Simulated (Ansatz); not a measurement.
Runs of Ansatz 0.2.0 on GaN. It takes space group F-43m (No. 216, cubic). The conventional cell has a = 4.507 Å, b = 4.507 Å, c = 4.507 Å, α = 90.00°, β = 90.00°, γ = 90.00°. Around Ga (site symmetry -43m) lie 4 N at 1.95 Å. Around N (site symmetry -43m) lie 4 Ga at 1.95 Å. The cell is a database's computed one.

```tsv
task	level	cell	cutoff (eV)	smearing	points for each segment of the path	gap on the mesh (eV)	pressure (GPa)	relaxed volume (Å³/atom)
relaxation of cell and atoms	RPBE	relaxed	420	fermi-dirac 0.05 eV	-	1.43	0.0	12.04
Born charges and dielectric tensor	LDA	as given	420	fixed	-	1.73	-	-
relaxation of cell and atoms	PBEsol+D3(BJ)	relaxed	420	fermi-dirac 0.05 eV	-	(c)	0.0	11.19
band structure	r2SCAN	as given	500	fermi-dirac 0.05 eV	14	2.13	-1.2	-
relaxation of cell and atoms	BLYP	relaxed	420	fermi-dirac 0.05 eV	-	1.43	0.0	12.14
band structure	revPBE	as given	420	fermi-dirac 0.05 eV	14	1.74	8.0	-
relaxation of cell and atoms	revPBE	relaxed	420	fermi-dirac 0.05 eV	-	1.46	0.0	11.96
relaxation of cell and atoms	RPBE+D3(BJ)	relaxed	420	fermi-dirac 0.05 eV	-	(a)	0.0	(b)
```

Alike in all rows: potentials or basis Ansatz PAW; no spin polarisation; k mesh 10 × 10 × 10.

Estimate the missing entries.

(a) 2.10; (b) 10.84; (c) 1.81.

Caveats: the PAW data sets come from PBE, with cores solved anew for the run's functional, which leaves a small shift of forces and pressure; the plane-wave basis is chosen anew once the cell has moved, so the energies of steps on either side of that aren't comparable (some runs).

A k mesh can miss the band edges, and the runs leave out spin-orbit coupling on Ga.

Runs at the PBE level aren't shown here.
